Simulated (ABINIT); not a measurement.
# CdO (Monteponite) (Fm-3m) in ABINIT: equation of state

Aim: energy against volume of CdO (Monteponite) in PBEsol, for its equilibrium volume and stiffness.

Everything below comes from runs of ABINIT 10.8.3 (patched build). Logs are shortened: lines on timing, memory, paths and dates and some standing lists are left out, and cuts for length are marked. The log counts tension as positive stress, the text compression.

### 1 Starting point

The structure is cubic, space group Fm-3m (No. 225). The conventional cell has a = 4.699 Å, b = 4.699 Å, c = 4.699 Å, α = 90.00°, β = 90.00°, γ = 90.00°. Around Cd (site symmetry m-3m) lie 6 O at 2.35 Å. O (site symmetry m-3m) has 6 Cd at 2.35 Å as nearest neighbours.

### 2 Equation of state, PBEsol

run.abi reads:

```
# Datasets: one volume each
ndtset 7
scalecart1 3*0.9795861087
scalecart2 3*0.9864848297
scalecart3 3*0.9932883884
scalecart4 3*1.0000000000
scalecart5 3*1.0066227096
scalecart6 3*1.0131594038
scalecart7 3*1.0196128224

# Pseudopotentials
pp_dirpath "./"
pseudos "Cd.upf, O.upf"

# Structure
acell 3*1.0
rprim
     0.0000000000     4.4399115298     4.4399115298
     4.4399115298     0.0000000000     4.4399115298
     4.4399115298     4.4399115298     0.0000000000
ntypat 2
znucl 48 8
natom 2
typat 1 2
xred
     0.0000000000     0.0000000000     0.0000000000
     0.5000000000     0.5000000000     0.5000000000

# Plane-wave basis
ecut 1387.780699 eV

# k points
kptopt 1
ngkpt 10 10 10
nshiftk 1
shiftk 0.0 0.0 0.0

# Exchange and correlation
ixc -116133

# Bands and occupations
nband 17
occopt 3
tsmear 0.05 eV

# SCF cycle
nstep 100
tolvrs 1.0e-10

# Output
iomode 3
prtwf 0
prtden 0
prteig 0
prtebands 0
```

Potentials or basis: PseudoDojo NC SR PBEsol v0.4.1 standard.

On the command line:

```bash
mpirun --bind-to none -np 4 abinit run.abi > log 2>&1
```

run.abo:

```text
.Version 10.8.3 of ABINIT
 DATASET    1 : space group Fm -3 m (#225); Bravais cF (face-center cubic)
================================================================================
 Values of the parameters that define the memory need for DATASET  1.
     intxc =       0    ionmov =       0      iscf =       7    lmnmax =       6
     lnmax =       6     mgfft =      40  mpssoang =       3    mqgrid =    3001
     natom =       2  nloc_mem =       1    nspden =       1   nspinor =       1
    nsppol =       1      nsym =      48    n1xccc =    2501    ntypat =       2
    occopt =       3   xclevel =       2
       mpw =        2876          nfft =       64000          nkpt =          47
================================================================================
================================================================================
[... 61 lines left out ...]
 DATASET    7 : space group Fm -3 m (#225); Bravais cF (face-center cubic)
================================================================================
 Values of the parameters that define the memory need for DATASET  7.
     intxc =       0    ionmov =       0      iscf =       7    lmnmax =       6
     lnmax =       6     mgfft =      45  mpssoang =       3    mqgrid =    3001
     natom =       2  nloc_mem =       1    nspden =       1   nspinor =       1
    nsppol =       1      nsym =      48    n1xccc =    2501    ntypat =       2
    occopt =       3   xclevel =       2
       mpw =        3263          nfft =       91125          nkpt =          47
================================================================================
================================================================================

--------------------------------------------------------------------------------
------------- Echo of variables that govern the present computation ------------
--------------------------------------------------------------------------------
 -outvars: echo values of preprocessed input variables --------
            acell      1.0000000000E+00  1.0000000000E+00  1.0000000000E+00 Bohr
              amu      1.12411000E+02  1.59994000E+01
             ecut      5.10000000E+01 Hartree
              ixc     -116133
           jdtset        1    2    3    4    5    6    7
         kptrlatt       10    0    0      0   10    0      0    0   10
          kptrlen1     6.15080462E+01
          kptrlen2     6.19412158E+01
          kptrlen3     6.23684101E+01
          kptrlen4     6.27898310E+01
          kptrlen5     6.32056698E+01
          kptrlen6     6.36161078E+01
          kptrlen7     6.40213168E+01
            natom           2
            nband          17
           ndtset           7
            ngfft1         40      40      40
            ngfft2         40      40      40
            ngfft3         45      45      45
            ngfft4         45      45      45
            ngfft5         45      45      45
            ngfft6         45      45      45
            ngfft7         45      45      45
             nkpt          47
            nstep         100
             nsym          48
           ntypat           2
           occopt           3
           prtden           0
        prtebands           0
           prteig           0
            prtwf           0
            rprim1     0.0000000000E+00  4.3492756584E+00  4.3492756584E+00
                       4.3492756584E+00  0.0000000000E+00  4.3492756584E+00
                       4.3492756584E+00  4.3492756584E+00  0.0000000000E+00
            rprim2     0.0000000000E+00  4.3799053694E+00  4.3799053694E+00
                       4.3799053694E+00  0.0000000000E+00  4.3799053694E+00
                       4.3799053694E+00  4.3799053694E+00  0.0000000000E+00
            rprim3     0.0000000000E+00  4.4101125681E+00  4.4101125681E+00
                       4.4101125681E+00  0.0000000000E+00  4.4101125681E+00
                       4.4101125681E+00  4.4101125681E+00  0.0000000000E+00
            rprim4     0.0000000000E+00  4.4399115298E+00  4.4399115298E+00
                       4.4399115298E+00  0.0000000000E+00  4.4399115298E+00
                       4.4399115298E+00  4.4399115298E+00  0.0000000000E+00
            rprim5     0.0000000000E+00  4.4693157745E+00  4.4693157745E+00
                       4.4693157745E+00  0.0000000000E+00  4.4693157745E+00
                       4.4693157745E+00  4.4693157745E+00  0.0000000000E+00
            rprim6     0.0000000000E+00  4.4983381185E+00  4.4983381185E+00
                       4.4983381185E+00  0.0000000000E+00  4.4983381185E+00
                       4.4983381185E+00  4.4983381185E+00  0.0000000000E+00
            rprim7     0.0000000000E+00  4.5269907261E+00  4.5269907261E+00
                       4.5269907261E+00  0.0000000000E+00  4.5269907261E+00
                       4.5269907261E+00  4.5269907261E+00  0.0000000000E+00
          spgroup         225
           tolvrs      1.00000000E-10
           tsmear      1.83746611E-03 Hartree
            typat      1  2
           xangst1     0.0000000000E+00  0.0000000000E+00  0.0000000000E+00
                       2.3015375608E+00  2.3015375608E+00  2.3015375608E+00
           xangst2     0.0000000000E+00  0.0000000000E+00  0.0000000000E+00
                       2.3177461058E+00  2.3177461058E+00  2.3177461058E+00
           xangst3     0.0000000000E+00  0.0000000000E+00  0.0000000000E+00
                       2.3337310670E+00  2.3337310670E+00  2.3337310670E+00
           xangst4     0.0000000000E+00  0.0000000000E+00  0.0000000000E+00
                       2.3494999984E+00  2.3494999984E+00  2.3494999984E+00
           xangst5     0.0000000000E+00  0.0000000000E+00  0.0000000000E+00
                       2.3650600546E+00  2.3650600546E+00  2.3650600546E+00
           xangst6     0.0000000000E+00  0.0000000000E+00  0.0000000000E+00
                       2.3804180176E+00  2.3804180176E+00  2.3804180176E+00
           xangst7     0.0000000000E+00  0.0000000000E+00  0.0000000000E+00
                       2.3955803246E+00  2.3955803246E+00  2.3955803246E+00
            xcart1     0.0000000000E+00  0.0000000000E+00  0.0000000000E+00
                       4.3492756584E+00  4.3492756584E+00  4.3492756584E+00
            xcart2     0.0000000000E+00  0.0000000000E+00  0.0000000000E+00
                       4.3799053694E+00  4.3799053694E+00  4.3799053694E+00
            xcart3     0.0000000000E+00  0.0000000000E+00  0.0000000000E+00
                       4.4101125681E+00  4.4101125681E+00  4.4101125681E+00
            xcart4     0.0000000000E+00  0.0000000000E+00  0.0000000000E+00
                       4.4399115298E+00  4.4399115298E+00  4.4399115298E+00
            xcart5     0.0000000000E+00  0.0000000000E+00  0.0000000000E+00
                       4.4693157745E+00  4.4693157745E+00  4.4693157745E+00
            xcart6     0.0000000000E+00  0.0000000000E+00  0.0000000000E+00
                       4.4983381185E+00  4.4983381185E+00  4.4983381185E+00
            xcart7     0.0000000000E+00  0.0000000000E+00  0.0000000000E+00
                       4.5269907261E+00  4.5269907261E+00  4.5269907261E+00
             xred      0.0000000000E+00  0.0000000000E+00  0.0000000000E+00
                       5.0000000000E-01  5.0000000000E-01  5.0000000000E-01
            znucl       48.00000    8.00000

================================================================================

 chkinp: Checking input parameters for consistency, jdtset=   1.

 chkinp: Checking input parameters for consistency, jdtset=   2.

 chkinp: Checking input parameters for consistency, jdtset=   3.

 chkinp: Checking input parameters for consistency, jdtset=   4.
[... 18 lines left out ...]
 Real(R)+Recip(G) space primitive vectors, cartesian coordinates (Bohr,Bohr^-1):
 R(1)=  0.0000000  4.3492757  4.3492757  G(1)= -0.1149617  0.1149617  0.1149617
 R(2)=  4.3492757  0.0000000  4.3492757  G(2)=  0.1149617 -0.1149617  0.1149617
 R(3)=  4.3492757  4.3492757  0.0000000  G(3)=  0.1149617  0.1149617 -0.1149617
 Unit cell volume ucvol=  1.6454353E+02 bohr^3
 Angles (23,13,12)=  6.00000000E+01  6.00000000E+01  6.00000000E+01 degrees

 getcut: wavevector=  0.0000  0.0000  0.0000  ngfft=  40  40  40
         ecut(hartree)=     51.000   => boxcut(ratio)=   2.02292

--- Pseudopotential description ------------------------------------------------
- pspini: atom type   1  psp file is ./Cd.upf
12 -116133 2 -1 1368                          pspcod,pspxc,lmax,lloc,mmax
     nproj     2     2     2

- pspini: atom type   2  psp file is ./O.upf
12 -116133 2 -1 936                           pspcod,pspxc,lmax,lloc,mmax
     nproj     2     2     1

   7.66906160E+02                                ecore*ucvol(ha*bohr**3)
--------------------------------------------------------------------------------

================================================================================

--- !BeginCycle
iteration_state: {dtset: 1, }
solver: {iscf: 7, nstep: 100, nline: 4, wfoptalg: 0, }
tolerances: {tolvrs: 1.00E-10, }
...

     iter   Etot(hartree)      deltaE(h)  residm     vres2
 ETOT  1  -190.70437814646    -1.907E+02 5.220E+00 1.746E+03
 ETOT  2  -191.15764895195    -4.533E-01 1.069E-01 3.662E+03
 ETOT  3  -191.67321018741    -5.156E-01 2.136E-02 8.567E+01
 ETOT  4  -191.67690744420    -3.697E-03 4.709E-03 7.279E+01
 ETOT  5  -191.68548786017    -8.580E-03 3.675E-03 1.097E+01
 ETOT  6  -191.68720055092    -1.713E-03 1.248E-03 3.220E+00
 ETOT  7  -191.68761352114    -4.130E-04 8.329E-04 1.295E+00
 ETOT  8  -191.68789159675    -2.781E-04 5.766E-04 2.879E-03
 ETOT  9  -191.68789221164    -6.149E-07 4.205E-04 1.497E-04
 ETOT 10  -191.68789224376    -3.211E-08 3.145E-04 3.077E-06
 ETOT 11  -191.68789224433    -5.710E-10 1.773E-04 4.164E-08
[... 1000 lines left out ...]
 Cartesian components of stress tensor (hartree/bohr^3)
  sigma(1 1)=  2.70368737E-04  sigma(3 2)=  0.00000000E+00
  sigma(2 2)=  2.70368737E-04  sigma(3 1)=  0.00000000E+00
  sigma(3 3)=  2.70368737E-04  sigma(2 1)=  0.00000000E+00

-Cartesian components of stress tensor (GPa)         [Pressure= -7.9545E+00 GPa]
- sigma(1 1)=  7.95452286E+00  sigma(3 2)=  0.00000000E+00
- sigma(2 2)=  7.95452286E+00  sigma(3 1)=  0.00000000E+00
- sigma(3 3)=  7.95452286E+00  sigma(2 1)=  0.00000000E+00

== END DATASET(S) ==============================================================
================================================================================

 -outvars: echo values of variables after computation  --------
            acell      1.0000000000E+00  1.0000000000E+00  1.0000000000E+00 Bohr
           etotal1    -1.9168789224E+02
           etotal2    -1.9168878698E+02
           etotal3    -1.9168925638E+02
           etotal4    -1.9168934627E+02
           etotal5    -1.9168909940E+02
           etotal6    -1.9168855218E+02
           etotal7    -1.9168773793E+02
            fcart1    -0.0000000000E+00 -0.0000000000E+00 -0.0000000000E+00
                      -0.0000000000E+00 -0.0000000000E+00 -0.0000000000E+00
            fcart2    -0.0000000000E+00 -0.0000000000E+00 -0.0000000000E+00
                      -0.0000000000E+00 -0.0000000000E+00 -0.0000000000E+00
            fcart3    -0.0000000000E+00 -0.0000000000E+00 -0.0000000000E+00
                      -0.0000000000E+00 -0.0000000000E+00 -0.0000000000E+00
            fcart4    -0.0000000000E+00 -0.0000000000E+00 -0.0000000000E+00
                      -0.0000000000E+00 -0.0000000000E+00 -0.0000000000E+00
            fcart5    -0.0000000000E+00 -0.0000000000E+00 -0.0000000000E+00
                      -0.0000000000E+00 -0.0000000000E+00 -0.0000000000E+00
            fcart6    -0.0000000000E+00 -0.0000000000E+00 -0.0000000000E+00
                      -0.0000000000E+00 -0.0000000000E+00 -0.0000000000E+00
            fcart7    -0.0000000000E+00 -0.0000000000E+00 -0.0000000000E+00
                      -0.0000000000E+00 -0.0000000000E+00 -0.0000000000E+00
            rprim1     0.0000000000E+00  4.3492756584E+00  4.3492756584E+00
[... 30 lines left out ...]
           strten6     1.9853804272E-04  1.9853804272E-04  1.9853804272E-04
                       0.0000000000E+00  0.0000000000E+00  0.0000000000E+00
           strten7     2.7036873657E-04  2.7036873657E-04  2.7036873657E-04
                       0.0000000000E+00  0.0000000000E+00  0.0000000000E+00
           xangst1     0.0000000000E+00  0.0000000000E+00  0.0000000000E+00
                       2.3015375608E+00  2.3015375608E+00  2.3015375608E+00
           xangst2     0.0000000000E+00  0.0000000000E+00  0.0000000000E+00
                       2.3177461058E+00  2.3177461058E+00  2.3177461058E+00
           xangst3     0.0000000000E+00  0.0000000000E+00  0.0000000000E+00
                       2.3337310670E+00  2.3337310670E+00  2.3337310670E+00
           xangst4     0.0000000000E+00  0.0000000000E+00  0.0000000000E+00
                       2.3494999984E+00  2.3494999984E+00  2.3494999984E+00
           xangst5     0.0000000000E+00  0.0000000000E+00  0.0000000000E+00
                       2.3650600546E+00  2.3650600546E+00  2.3650600546E+00
           xangst6     0.0000000000E+00  0.0000000000E+00  0.0000000000E+00
                       2.3804180176E+00  2.3804180176E+00  2.3804180176E+00
           xangst7     0.0000000000E+00  0.0000000000E+00  0.0000000000E+00
                       2.3955803246E+00  2.3955803246E+00  2.3955803246E+00
             xred      0.0000000000E+00  0.0000000000E+00  0.0000000000E+00
                       5.0000000000E-01  5.0000000000E-01  5.0000000000E-01
 Calculation completed.
```

Run time: 2.1 min. Hardware: 4 MPI ranks of Intel Xeon 6975P-C (Granite Rapids), shared host; peak memory 0.48 GiB.

What came out:

- Equilibrium volume: 12.91 Å³/atom
- Bulk modulus: 145 GPa
- Pressure derivative of the bulk modulus: 4.8

Energy against volume, from the lowest point:
| volume (Å³/atom) | energy (meV/atom) |
| --- | --- |
| 12.191 | 19.78 |
| 12.451 | 7.61 |
| 12.710 | 1.22 |
| 12.970 | 0.00 |
| 13.229 | 3.36 |
| 13.488 | 10.80 |
| 13.748 | 21.88 |

Caveat: pressures at fixed basis lie under the slope of the energies.
